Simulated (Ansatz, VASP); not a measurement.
# Two plane-wave programs on Ge5H

```
Ge H
1.0
     4.01338    0.00000    0.00000
    -2.00669    3.47569    0.00000
     0.00000    0.00000   31.08684
Ge H
10 2
Direct
  0.00000 0.00000 0.27786
  0.66667 0.33333 0.30295
  0.66667 0.33333 0.38164
  0.33333 0.66667 0.40792
  0.33333 0.66667 0.48686
  0.00000 0.00000 0.51314
  0.00000 0.00000 0.59208
  0.66667 0.33333 0.61836
  0.66667 0.33333 0.69705
  0.33333 0.66667 0.72214
  0.33333 0.66667 0.77213
  0.00000 0.00000 0.22787
```

Alike in both runs: functional PBEsol; k mesh 9 × 9 × 1; occupations gaussian, width 0.03 eV; no spin polarisation.

Ansatz relaxed the structure, and its values are those at the end. VASP's run is a single point on that final structure, the one shown.

```csv
,VASP,Ansatz
version,VASP 6.6.1,Ansatz 0.2.0
potentials or method,"VASP PAW PBE potentials, release 64 (Ge_d, H)","scalar-relativistic, plane waves, PAW"
plane-wave cutoff (eV),520,420
valence electrons in the cell,142,142
```

Ansatz gave:

* gap on the k mesh at the Fermi level (eV): 0.26
* least direct gap on the mesh (eV): 0.26
* rms of the force components (eV/Å): 0.000

Q: Which values does VASP return?

A: gap on the k mesh at the Fermi level (eV): 0.27; least direct gap on the mesh (eV): 0.27; rms of the force components (eV/Å): 0.008.

Ansatz warned: «structure_snapped_to_symmetry».

Caveats: the PAW data sets were made with another functional, which shifts forces and pressure a little (VASP). Expect the measured gap to be larger: semilocal functionals such as PBEsol lack the derivative discontinuity.
